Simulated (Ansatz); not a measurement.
# SiC (Moissanite) (P6_3mc) in Ansatz: a series of runs

One crystal, SiC (Moissanite), is run at these levels: HSE06 form with a typed share of exact exchange; tasks: single point.

All numbers are computed with Ansatz 0.2.0; they aren't measurements. Logs are shortened: lines on timing, memory, paths and dates and some standing lists are left out, and cuts for length are marked.

## 1. The crystal as given

Symmetry: P6_3mc, No. 186, hexagonal system. The conventional cell has a = 3.076 Å, b = 3.076 Å, c = 5.048 Å, α = 90.00°, β = 90.00°, γ = 120.00°. Si (site symmetry 3m) is surrounded by 4 C at 1.87 to 1.94 Å. C (site symmetry 3m) is surrounded by 4 Si at 1.87 to 1.94 Å.

## 2. Single point, HSE06 form with a typed share of exact exchange

The input, input:

```
crystal:
  lattice:
    - [3.076, 0.0, 0.0]
    - [-1.538, 2.663894142, 0.0]
    - [0.0, 0.0, 5.048]
  atoms:
    - { symbol: Si, position: [0.6666666667, 0.3333333333, 0.5] }
    - { symbol: Si, position: [0.3333333333, 0.6666666667, 0.0] }
    - { symbol: C, position: [0.6666666667, 0.3333333333, 0.885] }
    - { symbol: C, position: [0.3333333333, 0.6666666667, 0.385] }
hamiltonian:
  xc: { exchange: pbe, correlation: pbe, exx: { coeff: 0.5, omega: 0.2 } }
  pseudopotentials: { kind: paw }
kpoints:
  mp_grid: { grid: [5, 5, 3] }
scf:
  occupations: { method: fermi_dirac, width: 0.05 }
output:
  forces: true
  stress: true
  eigenvalues: true
```

Potentials or basis: Ansatz PAW.

Log:

```text
Warning: output.stress: scf.convergence.dr2_threshold = 1e-7 eV (the SCF's general default) is looser than the 4e-10 eV advised for a printed stress (1e-10 eV for each atom of the cell: 4). What an SCF threshold leaves in a stress goes as its square root, and in the free energy as the threshold itself, and one threshold admits the most on a small cell: of the crystals measured, under no hybrid functional and no lock of the moments, on runs that ended without the residual-converged pass, on stresses that held no estimate of that error, the worst erred by over 100 MPa in a component at 1e-7 eV an atom and by under 5 at 1e-10. Set scf.convergence.dr2_threshold to 4e-10 eV or tighter. The threshold is an SCF's pass mark: one that does not reach it within its budget of iterations ends unconverged, or closes short of it on a stop that the run arms, and scf.convergence.dr2_threshold's page says what that costs each kind of run
Warning: output.stress: scf.exx.energy_threshold = 1e-6 eV is looser than the 4e-8 eV advised for a stress under a hybrid functional (1e-8 eV for each atom of the cell: 4). Every SCF of the exchange loop can meet its threshold on dr2 while the loop round them stops early: no threshold on dr2 bounds what that leaves in the stress. Set scf.exx.energy_threshold to 4e-8 eV or tighter. The threshold is the loop's pass mark: a loop that does not reach it within its budget of cycles ends unconverged, and scf.exx.energy_threshold's page has the law
GPUs: using 1 of 1 available (devices: 1).
Engine: ansatz 0.2.0, x86_64-unknown-linux-gnu
Pseudopotentials: kind: paw
Pseudopotential: Si, paw, valence charge 4, recommended cutoff 420 eV (normal), Si.paw.azcp
Pseudopotential: C, paw, valence charge 4, recommended cutoff 420 eV (normal), C.paw.azcp
Functional definition: unnamed
  parameter a_1 = 0.5
  parameter omega_1 = 0.2/angstrom
  exchange = pbe_x + (-a_1)*pbe_x_sr(omega_1) + a_1*exact_x_sr(omega_1)
  correlation = pbe_c
device memory: the entry about to start is reckoned to put 0.6 GiB on a device that reports 71.8 GiB free (of which the cap on the GPU budget leaves the run 18.0 GiB)
GPU FFT provider: cuFFT
GPU libraries: cuBLAS 13.8.2, cuFFT 12.4.0, cuSOLVER 12.3.4
Crystal: 4 atoms, lattice volume = 41.364 Å³
Basis set: ecut = 420 eV, 785 PW (Γ), exchange–correlation on 48×48×72 points (8 copies of the dense FFT grid, shifted against one another)
Bands: 12, of which v1, the nominal top of the filled ones, is band 8 counted from 1 (7 counted from 0)
Symmetry: 12 space group operations
Space group: P63mc (ITA 186), of the structure as read, at distance tolerance 3.5e-5 Å
k-points: 10 of 75 (time reversal used)
Non-local potential: Si, projectors of the file, l = 0: 2, l = 1: 2, l = 2: 2
Non-local potential: C, projectors of the file, l = 0: 2, l = 1: 2, l = 2: 1
PAW form: soft (Blöchl's): semilocal exchange-correlation on the pseudo side does not see the compensation charge
PAW frozen core: Si, regenerated for the run's functional, and the local potential with it (the file was generated under x = pbe(κ = 0.804, μ = 0.2195149727645171), c = pbe(β = 0.06672455060314922))
PAW frozen core: C, regenerated for the run's functional, and the local potential with it (the file was generated under x = pbe(κ = 0.804, μ = 0.2195149727645171), c = pbe(β = 0.06672455060314922))
PAW one-centre angular grid: Si, 110 points (default); XC on 64 Gauss nodes
PAW one-centre angular grid: C, 110 points (default); XC on 64 Gauss nodes
Initial density: superposition of atomic densities (neutral atoms: chi_scale 0, normalization atom), corrected by the library's trained network
Initial wavefunctions: pseudopotential atomic-orbital guess
GPU buffer pool allocated for 20736 grid points (all kernels)
GPU transforms: local potential and band sums: pruned to the plane-wave sphere, on 24×24×36
Functional: x = pbe(κ = 0.804, μ = 0.2195149727645171), c = pbe(β = 0.06672455060314922), warm-up for x = pbe(κ = 0.804, μ = 0.2195149727645171) + 0.5 (exact − pbe) at short range (hse, ω = 0.2 Å⁻¹), c = pbe(β = 0.06672455060314922)
SCF iter   1: F=—  HF=-1774.204719 eV  |F-HF|=—  |Δ(HF+E_count)|=         —  Δρ=1.63e-3  dr2=8.22e-4  ethr=1.77e-3  ⟨swp⟩=9.0  Hψ=651  notcnv=0
preconditioner: auto → none  [insulator: Δε(μ)=2.799 eV  Ē_g=11.920 eV  σ=0.050 eV  W_gap=1.00  n_scr=2 (ndim 8)  ℏωp=23.1 eV  f_vac=0.000  D(μ)=0.00/eV (n_scr^D=0)]
SCF iter   2: F=-1774.204995 eV  HF=-1774.204922 eV  |F-HF|=7.23e-5  |Δ(HF+E_count)|=   2.03e-4  Δρ=6.61e-4  dr2=8.91e-5  ethr=5.14e-6  ⟨swp⟩=4.5  Hψ=352  notcnv=0  defer=1
SCF 1 stopped early in 2 iterations: F = -1774.204995 eV  dr2 = 8.91e-5
device memory: the entry about to start is reckoned to put 1.2 GiB on a device that reports 71.8 GiB free (of which the cap on the GPU budget leaves the run 18.0 GiB)
GPU FFT provider: cuFFT
GPU libraries: cuBLAS 13.8.2, cuFFT 12.4.0, cuSOLVER 12.3.4
Initial density: handed on by an earlier stage of this run
Initial wavefunctions: those handed on with the density
GPU buffer pool allocated for 20736 grid points (all kernels)
GPU transforms: local potential and band sums: pruned to the plane-wave sphere, on 24×24×36
Functional: x = pbe(κ = 0.804, μ = 0.2195149727645171) + 0.5 (exact − pbe) at short range (hse, ω = 0.2 Å⁻¹), c = pbe(β = 0.06672455060314922)
Exchange kernel: α = 0.5000, screened, ω = 0.2000 Å⁻¹, Wigner–Seitz truncation, v(0) = 1102.4818 eV·Å³, q-mesh 5×5×3, nearest image of the exchange supercell L = 15.14 Å, pair-density grid 18×18×36, without the augmentation charges, whose exchange is taken in its separable form by FFT convolution over the k-point mesh (the finest that the files' search goes to), smooth part of the exact exchange by density-matrix convolution in up to 818.7 MiB of GPU memory as planned if the GPU has room (build and FFT work areas not counted)
Frozen-core exchange: fock
SCF iter   1: F=—  HF=-1776.891854 eV  |F-HF|=—  |Δ(HF+E_count)|=         —  Δρ=1.04e-2  dr2=2.60e-2  ethr=5.57e-6  ⟨swp⟩=7.2  Hψ=642  notcnv=0
preconditioner: auto → none  [insulator: Δε(μ)=4.693 eV  Ē_g=15.513 eV  σ=0.050 eV  W_gap=1.00  n_scr=2 (ndim 8)  ℏωp=23.1 eV  f_vac=0.000  D(μ)=0.00/eV (n_scr^D=0)]
SCF iter   2: F=—  HF=-1776.878641 eV  |F-HF|=—  |Δ(HF+E_count)|=   1.32e-2  Δρ=4.61e-3  dr2=9.24e-3  ethr=5.57e-6  ⟨swp⟩=3.9  Hψ=370  notcnv=0
SCF iter   3: F=—  HF=-1776.908304 eV  |F-HF|=—  |Δ(HF+E_count)|=   2.97e-2  Δρ=1.77e-3  dr2=1.24e-3  ethr=5.57e-6  ⟨swp⟩=4.5  Hψ=447  notcnv=0
iter 4 solved again at ethr=4.06e-7 eV; its pass at ethr=5.57e-6 eV (dr2=6.50e-5 eV) is discarded
SCF iter   4: F=—  HF=-1776.907834 eV  |F-HF|=—  |Δ(HF+E_count)|=   4.70e-4  Δρ=4.36e-4  dr2=2.36e-4  ethr=4.06e-7  ⟨swp⟩=2.3  Hψ=464  notcnv=0
SCF iter   5: F=—  HF=-1776.908876 eV  |F-HF|=—  |Δ(HF+E_count)|=   1.04e-3  Δρ=4.22e-4  dr2=6.99e-5  ethr=4.06e-7  ⟨swp⟩=4.3  Hψ=361  notcnv=0
SCF iter   6: F=—  HF=-1776.908847 eV  |F-HF|=—  |Δ(HF+E_count)|=   2.85e-5  Δρ=5.85e-5  dr2=1.75e-5  ethr=3.75e-7  ⟨swp⟩=2.3  Hψ=205  notcnv=0
SCF iter   7: F=-1776.908919 eV  HF=-1776.908927 eV  |F-HF|=8.39e-6  |Δ(HF+E_count)|=   8.02e-5  Δρ=1.47e-4  dr2=1.13e-5  ethr=6.98e-9  ⟨swp⟩=5.0  Hψ=495  notcnv=0
SCF 2 stopped early in 7 iterations: F = -1776.908919 eV  dr2 = 1.13e-5
  Residual-converged pass: ⟨swp⟩=3.0  Hψ=230  notcnv=0  max |occ|·‖R‖ = 6.5e-6 eV (tolerance 6.7e-6 eV)  dr2=1.13e-5  dr2_onsite=1.23e-7  max |Δocc| = 0.0e0
hybrid outer 1: dexx = +4.028e-2 eV, tail = 8.87e-5 eV
GPU FFT provider: cuFFT
GPU libraries: cuBLAS 13.8.2, cuFFT 12.4.0, cuSOLVER 12.3.4
GPU buffer pool allocated for 20736 grid points (all kernels)
GPU transforms: local potential and band sums: pruned to the plane-wave sphere, on 24×24×36
Exchange kernel: α = 0.5000, screened, ω = 0.2000 Å⁻¹, Wigner–Seitz truncation, v(0) = 1102.4818 eV·Å³, q-mesh 5×5×3, nearest image of the exchange supercell L = 15.14 Å, pair-density grid 18×18×36, without the augmentation charges, whose exchange is taken in its separable form by FFT convolution over the k-point mesh (the finest that the files' search goes to), smooth part of the exact exchange by density-matrix convolution in up to 818.7 MiB of GPU memory as planned if the GPU has room (build and FFT work areas not counted)
Frozen-core exchange: fock
SCF iter   1: F=—  HF=-1776.908592 eV  |F-HF|=—  |Δ(HF+E_count)|=         —  Δρ=6.84e-5  dr2=1.06e-6  ethr=2.77e-6  ⟨swp⟩=4.1  Hψ=291  notcnv=0
preconditioner: auto → none  [insulator: Δε(μ)=4.810 eV  Ē_g=15.555 eV  σ=0.050 eV  W_gap=1.00  n_scr=2 (ndim 8)  ℏωp=23.1 eV  f_vac=0.000  D(μ)=0.00/eV (n_scr^D=0)]
SCF iter   2: F=—  HF=-1776.908594 eV  |F-HF|=—  |Δ(HF+E_count)|=   2.59e-6  Δρ=5.24e-5  dr2=9.93e-7  ethr=3.60e-9  ⟨swp⟩=4.5  Hψ=368  notcnv=0
SCF iter   3: F=—  HF=-1776.908594 eV  |F-HF|=—  |Δ(HF+E_count)|=   3.63e-7  Δρ=1.44e-5  dr2=3.75e-8  ethr=3.60e-9  ⟨swp⟩=3.0  Hψ=276  notcnv=0
SCF iter   4: F=—  HF=-1776.908594 eV  |F-HF|=—  |Δ(HF+E_count)|=   1.25e-7  Δρ=4.93e-6  dr2=1.13e-8  ethr=1.26e-10  ⟨swp⟩=5.3  Hψ=407  notcnv=0
SCF iter   5: F=—  HF=-1776.908594 eV  |F-HF|=—  |Δ(HF+E_count)|=   4.66e-9  Δρ=2.44e-7  dr2=1.12e-9  ethr=6.34e-11  ⟨swp⟩=3.0  Hψ=264  notcnv=0
SCF iter   6: F=-1776.908594 eV  HF=-1776.908594 eV  |F-HF|=4.72e-10  |Δ(HF+E_count)|=   6.92e-9  Δρ=1.19e-6  dr2=7.72e-10  ethr=1.00e-12  ⟨swp⟩=4.9  Hψ=357  notcnv=0
SCF 3 converged in 6 iterations: F = -1776.908594 eV  dr2 = 7.72e-10
  Residual-converged pass: ⟨swp⟩=2.0  Hψ=197  notcnv=0  max |occ|·‖R‖ = 5.4e-7 eV (tolerance 6.3e-7 eV)  dr2=7.73e-10  dr2_onsite=5.16e-12  max |Δocc| = 0.0e0
hybrid outer 2: dexx = +3.207e-6 eV, tail = 7.26e-8 eV, Δε = 4.64e-3 eV (about 1.50e-4 eV left of the loop's levels), ΔF = 1.33e-3 eV/Å (tail 5.87e-4)
hybrid SCF converged: 2 outer / 13 inner (+2 warm-up), last move |dexx| = 3.21e-6 eV, tail = 7.26e-8 eV
Stability not checked: this state was not tested for a lower state beside it, because the functional holds exact exchange (a hybrid, or Hartree-Fock), whose exchange loop this test does not read (fock_operator; see scf.lower_state_search)
Free energy (F): -1776.908595 eV
Frozen-core exchange: fock
Harris-Foulkes:  -1776.908595 eV  (|F-HF|=4.72e-10)
Internal energy: -1776.908595 eV  (E = F + TS)
E sigma→0 (E₀):  -1776.908595 eV
Fermi energy:    10.948816 eV
--- Per-component energies (eV) ---
  E_band       = 18.559478
  E_kinetic    = 271.954583
  E_local      = -206.912321  (includes V_loc(G=0)·N_el)
  E_nonlocal   = 98.664229
  E_hartree    = 65.642684
  E_xc         = -131.381581
  E_vxc        = -134.200390  (∫ρ·V_xc dr)
  E_exx        = -61.582943  (= α·E_x^exact, valence–valence)
  E_paw        = -1244.420632  (= ΣΔE_a)
  E_vpaw       = -19.065986  (= ΣTr[D̂ρ^β])
  E_aug_tail   = 0.000027  (compensation charges beyond the density's cutoff)
  E_ewald      = -568.570884
  E_core_change = -0.301757  (= ΣΔE_core)
  E_smearing   = -0.000000  (= −TS)
  E_closure    = -0.000000  (closes the sum)
  Σ components = -1776.908595   (vs F -1776.908595, Δ=-2.27e-13)
--- Forces (eV/Å), atoms counted from 1 ---
  atom   1  Si     0.00000000     0.00000000     0.78196875
  atom   2  Si     0.00000000    -0.00000000     0.78196875
  atom   3  C     -0.00000000     0.00000000    -0.78194579
  atom   4  C      0.00000000    -0.00000000    -0.78194579
  max |Σ_I F_I| component: 4.59e-5 eV/Å
--- Stress (GPa, compression-positive) ---
       -3.683462       0.000000       0.000000
       -0.000000      -3.683462       0.000000
        0.000000       0.000000      -8.787382
  P = ⅓ Tr σ = -5.3848 GPa (-53.848 kbar)
--- Band table (eV; the first three rows and the last of 10) ---
  k-point 0: bands = ["-10.3308", "-6.2910", "-1.7423", "6.6827", "6.6827", "8.2345", "8.2345", "8.6024", "15.6123", "17.1846", "17.6007", "17.6007"]
  k-point 1: bands = ["-9.7042", "-7.9440", "1.0073", "5.6715", "7.0248", "7.0248", "7.7952", "7.7952", "16.1586", "17.6368", "17.8639", "17.8639"]
  k-point 2: bands = ["-9.5256", "-5.6213", "-0.9851", "3.4297", "5.6473", "5.7534", "7.7245", "7.9613", "15.1946", "17.4848", "18.0856", "18.8520"]
  k-point 9: bands = ["-5.5122", "-4.7923", "-1.1602", "-0.3880", "2.1952", "3.6361", "5.2319", "6.3070", "14.5480", "16.4623", "17.0103", "17.4223"]
```

Wall time 4.7 s (1 × NVIDIA H100 80GB HBM3 with 2 threads of AMD EPYC 7R13 (Zen 3), shared host); peak memory 1.5 GiB.

What came out:

```
Free energy            : -1776.9086 eV
Pressure               : -5.4 GPa
Largest force          : 0.782 eV/Å
Band gap on the k mesh : 4.81 eV, indirect (least direct gap 6.51 eV)
```

Forces on the atoms (eV/Å):
```
Si   0.000  0.000  0.782
Si   0.000  0.000  0.782
C    0.000  0.000 -0.782
C    0.000  0.000 -0.782
```

Stress tensor (GPa, compression positive):
```
-3.68  0.00  0.00
 0.00 -3.68  0.00
 0.00  0.00 -8.79
```

Caveat: the k mesh is coarse (spacing up to 0.47 Å⁻¹), so the values aren't converged, least of all with exact exchange; odd divisions of the mesh miss points on the zone boundary, where band edges often lie, so the gap on the mesh can be too wide; the PAW data sets come from PBE, with cores solved anew for the run's functional, which leaves a small shift of forces and pressure; the thresholds are loose for stress.

## 3. Single point, HSE06 form with a typed share of exact exchange

input: that of step 2 with these lines changed.

```diff
@@ -11,3 +11,3 @@
 hamiltonian:
-  xc: { exchange: pbe, correlation: pbe, exx: { coeff: 0.5, omega: 0.2 } }
+  xc: { exchange: pbe, correlation: pbe, exx: { coeff: 0.25, omega: 0.1 } }
   pseudopotentials: { kind: paw }
@@ -21 +21,5 @@
   eigenvalues: true
+  write_density: true
+  write_potential: true
+  elf: true
+  volumetric_format: npy
```

Potentials or basis: Ansatz PAW.

Wall time 4.8 s (1 × NVIDIA H100 80GB HBM3 with 2 threads of AMD EPYC 7R13 (Zen 3), shared host); peak memory 1.4 GiB.

It converged, with:

- Free energy: -1775.5935 eV
- Pressure: -1.2 GPa
- Largest force: 0.763 eV/Å
- Band gap on the k mesh: 4.09 eV, indirect (least direct gap 5.64 eV)

Forces in eV/Å, atoms in the order of the input:
```
Si   0.000  0.000  0.763
Si   0.000  0.000  0.763
C    0.000  0.000 -0.763
C    0.000  0.000 -0.763
```

Stress tensor (GPa, compression positive):
```
 0.50  0.00  0.00
 0.00  0.50  0.00
 0.00  0.00 -4.60
```

Levels at points of the mesh, in eV from the valence-band top:
```tsv
k point	band 4	band 5	band 6	band 7	band 8	band 9	band 10	band 11	band 12
(0.00, 0.00, 0.00)	-1.75	-1.75	-0.33	-0.33	0.00	6.10	7.59	8.05	8.05
```

Caveat: the k mesh is coarse (spacing up to 0.47 Å⁻¹), so the values aren't converged, least of all with exact exchange; odd divisions of the mesh miss points on the zone boundary, where band edges often lie, so the gap on the mesh can be too wide; the PAW data sets come from PBE, with cores solved anew for the run's functional, which leaves a small shift of forces and pressure; the thresholds are loose for stress. A k mesh can miss the band edges.

(Part 1 of 2 ends here.)
